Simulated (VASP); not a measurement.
# CdTe (F-43m) in VASP: notebook

Aim: see how the results for CdTe move with the level of theory and the settings. Levels: PBEsol, BLYP, PBE, revPBE. Tasks: single point.

Everything below comes from runs of VASP 6.6.1. Logs are shortened: lines on timing, memory, paths and dates and some standing lists are left out, and cuts for length are marked.

**The experiment to reproduce.**

From a printed reference work, data compilation, for a bulk crystal of CdTe at 0 K: band gap 1.607 eV.

The runs below are set against these values where they give the same quantity.

## 1. The cell of the first run

The structure is cubic, space group F-43m (No. 216). The conventional cell has a = 5.951 Å, b = 5.951 Å, c = 5.951 Å, α = 90.00°, β = 90.00°, γ = 90.00°. Within 3.4 Å of Te (site symmetry -43m) lie 4 Cd at 2.58 Å. Within 3.4 Å of Cd (site symmetry -43m) lie 4 Te at 2.58 Å.

## 2. Single point, PBEsol, non-collinear spin, zero start, spin-orbit coupling (volume scaled by 0.8)

The input, INCAR:

```
SYSTEM = CdTe
ALGO = Normal
EDIFF = 1E-6
ENCUT = 520
GGA = PS
GGA_COMPAT = .False.
ISIF = 2
ISMEAR = -1
LASPH = .True.
LCHARG = .False.
LORBIT = 11
LORBMOM = .True.
LREAL = .False.
LSORBIT = .True.
LWAVE = .False.
MAGMOM = 0 0 0 0 0 0
NBANDS = 30
NELM = 150
PREC = Accurate
SIGMA = 0.025
```

The input, KPOINTS:

```
k-points
0
Gamma
  5 5 5
  0 0 0
```

The input, POSCAR:

```
CdTe
1.0
    0.0000000000      2.9752584423      2.9752584423
    2.9752584423      0.0000000000      2.9752584423
    2.9752584423      2.9752584423      0.0000000000
Te Cd
1 1
Direct
    0.7500000000      0.7500000000      0.7500000000
    0.0000000000      0.0000000000      0.0000000000
```

Potentials or basis: VASP PAW PBE potentials, release 64 (Te, Cd).

On the command line:

```console
$ cat potpaw_PBE.64/Te/POTCAR potpaw_PBE.64/Cd/POTCAR > POTCAR
$ mpirun -np 1 vasp_ncl > vasp.out
```

OUTCAR:

```text
SYSTEM = CdTe
   EDIFF = 1E-6
   ENCUT = 520
   GGA = PS
   ISIF = 2
   ISMEAR = -1
   LASPH = .True.
   LORBIT = 11
   LREAL = .False.
   LSORBIT = .True.
   NELM = 150
   PREC = Accurate

 ion  position               nearest neighbor table
   1  0.750  0.750  0.750-   2 2.58   2 2.58   2 2.58   2 2.58
   2  0.000  0.000  0.000-   1 2.58   1 2.58   1 2.58   1 2.58

  LATTYP: Found a face centered cubic cell.
 ALAT       =     5.9505168846

  Lattice vectors:

 A1 = (   0.0000000000,   2.9752584423,   2.9752584423)
 A2 = (   2.9752584423,   0.0000000000,   2.9752584423)
 A3 = (   2.9752584423,   2.9752584423,   0.0000000000)

Analysis of symmetry for initial positions (statically):
=====================================================================
 Subroutine PRICEL returns:
 Original cell was already a primitive cell.

 Routine SETGRP: Setting up the symmetry group for a
 face centered cubic supercell.

 Subroutine GETGRP returns: Found 24 space group operations
 (whereof 24 operations were pure point group operations)
 out of a pool of 48 trial point group operations.

The static configuration has the point symmetry T_d .

Analysis of symmetry for dynamics (positions and initial velocities):
=====================================================================
 Subroutine PRICEL returns:
 Original cell was already a primitive cell.

 Routine SETGRP: Setting up the symmetry group for a
 face centered cubic supercell.

 Subroutine GETGRP returns: Found 24 space group operations
 (whereof 24 operations were pure point group operations)
 out of a pool of 48 trial point group operations.

The dynamic configuration has the point symmetry T_d .

Analysis of structural, dynamic, and magnetic symmetry:
=====================================================================
 Subroutine PRICEL returns:
 Original cell was already a primitive cell.

 Routine SETGRP: Setting up the symmetry group for a
 face centered cubic supercell.

 Subroutine GETGRP returns: Found 24 space group operations
 (whereof 24 operations were pure point group operations)
 out of a pool of 48 trial point group operations.

The overall configuration has the point symmetry T_d .

 Subroutine INISYM returns: Found 24 space group operations
 (whereof 24 operations are pure point group operations),
 and found     1 'primitive' translations

----------------------------------------------------------------------------------------

                                     Primitive cell
[... 622 lines left out ...]
 -----------------------------------------------------------------------------------
    total drift:                               -0.000000     -0.000000     -0.000000

  FREE ENERGIE OF THE ION-ELECTRON SYSTEM (eV)
  ---------------------------------------------------
  free  energy   TOTEN  =        -4.7949323596 eV

  energy  without entropy=       -4.7949323596  energy(sigma->0) =       -4.79493236

 orbital moment (x)

 # of ion     p       d       tot
 ----------------------------------------
  1         0.000  -0.000   0.000
  2        -0.000   0.000   0.000
 ----------------------------------------
            0.000   0.000   0.000

 orbital moment (y)

 # of ion     p       d       tot
 ----------------------------------------
  1         0.000  -0.000   0.000
  2        -0.000  -0.000  -0.000
 ----------------------------------------
            0.000  -0.000  -0.000

 orbital moment (z)

 # of ion     p       d       tot
 ----------------------------------------
  1         0.000  -0.000  -0.000
  2         0.000   0.000   0.000
 ----------------------------------------
            0.000  -0.000  -0.000

 Spin-Orbit-Coupling matrix elements

 Ion:    1  E_soc:     -0.1828533
 l=   1
     0.0000000    -0.0303376    -0.0303376
    -0.0303376     0.0000000    -0.0303376
    -0.0303376    -0.0303376     0.0000000
 l=   2
     0.0000000    -0.0000468     0.0000000    -0.0000468    -0.0000912
    -0.0000468     0.0000000    -0.0000684    -0.0000468    -0.0000228
     0.0000000    -0.0000684     0.0000000    -0.0000684     0.0000000
    -0.0000468    -0.0000468    -0.0000684     0.0000000    -0.0000228
    -0.0000912    -0.0000228     0.0000000    -0.0000228     0.0000000
 l=   3
     0.0000000     0.0000000     0.0000000     0.0000000     0.0000000     0.0000000     0.0000000
     0.0000000     0.0000000     0.0000000     0.0000000     0.0000000     0.0000000     0.0000000
     0.0000000     0.0000000     0.0000000     0.0000000     0.0000000     0.0000000     0.0000000
     0.0000000     0.0000000     0.0000000     0.0000000     0.0000000     0.0000000     0.0000000
     0.0000000     0.0000000     0.0000000     0.0000000     0.0000000     0.0000000     0.0000000
     0.0000000     0.0000000     0.0000000     0.0000000     0.0000000     0.0000000     0.0000000
     0.0000000     0.0000000     0.0000000     0.0000000     0.0000000     0.0000000     0.0000000

 Ion:    2  E_soc:     -0.0696124
 l=   1
     0.0000000    -0.0044188    -0.0044188
    -0.0044188     0.0000000    -0.0044188
    -0.0044188    -0.0044188     0.0000000
 l=   2
     0.0000000    -0.0014725     0.0000000    -0.0014725    -0.0057108
    -0.0014725     0.0000000    -0.0042831    -0.0014725    -0.0014277
     0.0000000    -0.0042831     0.0000000    -0.0042831     0.0000000
    -0.0014725    -0.0014725    -0.0042831     0.0000000    -0.0014277
    -0.0057108    -0.0014277     0.0000000    -0.0014277     0.0000000
 l=   3
     0.0000000     0.0000000     0.0000000     0.0000000     0.0000000     0.0000000     0.0000000
     0.0000000     0.0000000     0.0000000     0.0000000     0.0000000     0.0000000     0.0000000
     0.0000000     0.0000000     0.0000000     0.0000000     0.0000000     0.0000000     0.0000000
     0.0000000     0.0000000     0.0000000     0.0000000     0.0000000     0.0000000     0.0000000
     0.0000000     0.0000000     0.0000000     0.0000000     0.0000000     0.0000000     0.0000000
     0.0000000     0.0000000     0.0000000     0.0000000     0.0000000     0.0000000     0.0000000
     0.0000000     0.0000000     0.0000000     0.0000000     0.0000000     0.0000000     0.0000000

 total charge

# of ion       s       p       d       tot
------------------------------------------
    1        1.342   2.204   0.047   3.593
    2        0.530   0.508   9.531  10.569
--------------------------------------------------
tot          1.873   2.712   9.577  14.162

 magnetization (x)

# of ion       s       p       d       tot
------------------------------------------
    1        0.000   0.000   0.000   0.000
    2        0.000  -0.000   0.000   0.000
--------------------------------------------------
tot          0.000  -0.000   0.000   0.000

 magnetization (y)

# of ion       s       p       d       tot
------------------------------------------
    1        0.000   0.000   0.000   0.000
    2       -0.000   0.000   0.000  -0.000
--------------------------------------------------
tot         -0.000   0.000   0.000  -0.000

 magnetization (z)

# of ion       s       p       d       tot
------------------------------------------
    1       -0.000  -0.000   0.000  -0.000
    2       -0.000  -0.000  -0.000  -0.000
--------------------------------------------------
tot         -0.000  -0.000  -0.000  -0.000
```

It took 26 s on 1 thread of Intel Xeon 6975P-C (Granite Rapids), shared host; peak memory 0.31 GiB.

What came out:

```
Free energy                                           : -4.7949 eV
Pressure                                              : 20.7 GPa
Net moment                                            : 0.00 μB per cell
Valence electrons inside the program's atomic spheres : Te 3.59; Cd 10.57
```

Moments on the atoms (μB; x, y, z):
```
Te  0.00 0.00 0.00
Cd  0.00 0.00 0.00
```

Caveat: the k points lie up to 0.37 Å⁻¹ apart; the cell differs from its parent crystal (volume scaled by 0.8); the PAW data sets were made with another functional, which shifts forces and pressure a little.

## 3. Single point, BLYP

This run uses another cell than the first one, of 32.92 Å³/atom, 1.250 times its volume.

The input, INCAR:

```
SYSTEM = CdTe
AGGAC = 1.0
AGGAX = 1.0
ALDAC = 0.0
ALDAX = 1.0
ALGO = Normal
EDIFF = 1E-6
ENCUT = 520
GGA = B5
ISIF = 2
ISMEAR = -1
LASPH = .TRUE.
LCHARG = .FALSE.
LREAL = .FALSE.
LWAVE = .FALSE.
NBANDS = 16
NELM = 80
PREC = Accurate
SIGMA = 0.05
```

The input, KPOINTS:

```
k-points
0
G
  7 7 7
  0 0 0
```

The input, POSCAR:

```
CdTe
1.0
    0.0000000000      3.2050000000      3.2050000000
    3.2050000000      0.0000000000      3.2050000000
    3.2050000000      3.2050000000      0.0000000000
Te Cd
1 1
Direct
    0.7500000000      0.7500000000      0.7500000000
    0.0000000000      0.0000000000      0.0000000000
```

Potentials or basis: VASP PAW PBE potentials, release 64 (Te, Cd).

On the command line:

```console
$ cat potpaw_PBE.64/Te/POTCAR potpaw_PBE.64/Cd/POTCAR > POTCAR
$ mpirun -np 1 vasp_std > vasp.out
```

It took 53 s on 1 thread of AMD EPYC 7R43 (Zen 3), shared host; peak memory 0.17 GiB.

The run converged. Its results:

| Property | Result |
| --- | --- |
| Free energy | -3.5987 eV |
| Pressure | 7.3 GPa |
| Band gap on the k mesh | 0.82 eV, direct |

Levels at points of the mesh, in eV from the valence-band top:
```
           k point  band 7  band 8  band 9  band 10  band 11  band 12
(0.00, 0.00, 0.00)    0.00    0.00    0.00     0.82     4.60     4.60
```

Caveat: the PAW data sets were made with another functional, which shifts forces and pressure a little; spin-orbit coupling is left out, which moves the levels of the heavy elements.

## 4. Single point, PBE

This run uses another cell than the first one, of 32.92 Å³/atom, 1.250 times its volume.

The input, INCAR:

```
PREC     = Accurate       # precision mode
ENCUT    = 520            # plane-wave cutoff, eV
EDIFF    = 1E-6           # SCF threshold, eV
ISMEAR   = 0              # smearing method
SIGMA    = 0.012          # smearing width, eV
LREAL    = False          # projectors in reciprocal space
LASPH    = True           # aspherical terms in the spheres
NELM     = 60             # most SCF steps
ALGO     = Normal         # electronic algorithm
ISIF     = 2              # what is computed and relaxed
LWAVE    = False          # write WAVECAR
LCHARG   = False          # write CHGCAR
GGA      = PE             # functional
NBANDS   = 16             # bands
```

The input, KPOINTS:

```
Automatic mesh
0
Gamma
  7 7 7
```

POSCAR is that of step 3.

On the command line:

```console
$ cat potpaw_PBE.64/Te/POTCAR potpaw_PBE.64/Cd/POTCAR > POTCAR
$ mpirun -np 1 vasp_std > vasp.out
```

Run time: 30 s. Hardware: 1 thread of AMD EPYC 7R43 (Zen 3), shared host; peak memory 0.18 GiB.

Results (log left out):

```yaml
Free_energy: -4.7253 eV
Pressure: 4.4 GPa
Band_gap_on_the_k_mesh: 0.87 eV, direct
```

Levels at points of the mesh, in eV from the valence-band top:
```tsv
k point	band 7	band 8	band 9	band 10	band 11	band 12
(0.00, 0.00, 0.00)	0.00	0.00	0.00	0.87	4.58	4.58
```

Caveat: spin-orbit coupling is left out, which moves the levels of the heavy elements.

## 5. Single point, revPBE

This run uses another cell than the first one, of 37.46 Å³/atom, 1.422 times its volume.

The input, INCAR:

```
PREC = Accurate
ENCUT = 520
EDIFF = 1E-6
ISMEAR = -1
SIGMA = 0.05
LREAL = False
LASPH = True
NELM = 60
ALGO = Normal
ISIF = 2
LWAVE = False
LCHARG = True
GGA = RE
LELF = True
LVHAR = True
NBANDS = 16
```

KPOINTS is that of step 4.

The input, POSCAR:

```
CdTe
1.0
    0.0000000000      3.3460072472      3.3460072472
    3.3460072472      0.0000000000      3.3460072472
    3.3460072472      3.3460072472      0.0000000000
Te Cd
1 1
Direct
    0.7500000000      0.7500000000      0.7500000000
    0.0000000000      0.0000000000      0.0000000000
```

On the command line:

```console
$ cat potpaw_PBE.64/Te/POTCAR potpaw_PBE.64/Cd/POTCAR > POTCAR
$ mpirun -np 1 vasp_std > vasp.out
```

It took 44 s on 1 thread of AMD EPYC 7R43 (Zen 3), shared host; peak memory 0.18 GiB.

Results (log left out):

```
Free energy            : -4.2613 eV
Pressure               : 0.1 GPa
Band gap on the k mesh : 0.60 eV, direct
```

Levels at points of the mesh, in eV from the valence-band top:
```tsv
k point	band 5	band 6	band 7	band 8	band 9	band 10	band 11	band 12	band 13	band 14
(0.00, 0.00, 0.00)	-7.82	-7.82	0.00	0.00	0.00	0.60	4.70	4.70	4.70	7.53
```

Caveat: the PAW data sets were made with another functional, which shifts forces and pressure a little; spin-orbit coupling is left out, which moves the levels of the heavy elements.

## 6. Overview

| level | spin | cell | k mesh | smearing | gap on the mesh (eV) | pressure (GPa) |
| --- | --- | --- | --- | --- | --- | --- |
| PBEsol | non-collinear, zero start, SOC | a = 4.208 Å, angles 60.0°, 2 atoms | 5 × 5 × 5 | fermi-dirac 0.025 eV | - | 20.7 |
| BLYP | off | a = 4.533 Å, angles 60.0°, 2 atoms | 7 × 7 × 7 | fermi-dirac 0.05 eV | 0.82 | 7.3 |
| PBE | off | a = 4.533 Å, angles 60.0°, 2 atoms | 7 × 7 × 7 | gaussian 0.012 eV | 0.87 | 4.4 |
| revPBE | off | a = 4.732 Å, angles 60.0°, 2 atoms | 7 × 7 × 7 | fermi-dirac 0.05 eV | 0.60 | 0.1 |

Alike in all rows: task single point; potentials or basis VASP PAW PBE potentials, release 64 (Te, Cd); cutoff (eV) 520.

Caveats: some runs use coarse meshes; the PAW data sets were made with another functional, which shifts forces and pressure a little (some runs); spin-orbit coupling is left out, which moves the levels of the heavy elements (some runs).

Absolute energies hang on the potentials; compare differences alone.

## 7. Against experiment

Step 5. A measured gap of CdTe is 1.607 eV (0 K; a printed reference work, data compilation); the calculated 0.60 eV misses it by -1.01 eV. So large a miss can be the level of theory's own, or it may mean another phase, state or a wrong row. Spin-orbit coupling on Cd, Te is left out. The value is that of revPBE, without temperature or zero-point motion. Semilocal functionals fall short of measured gaps as a rule.
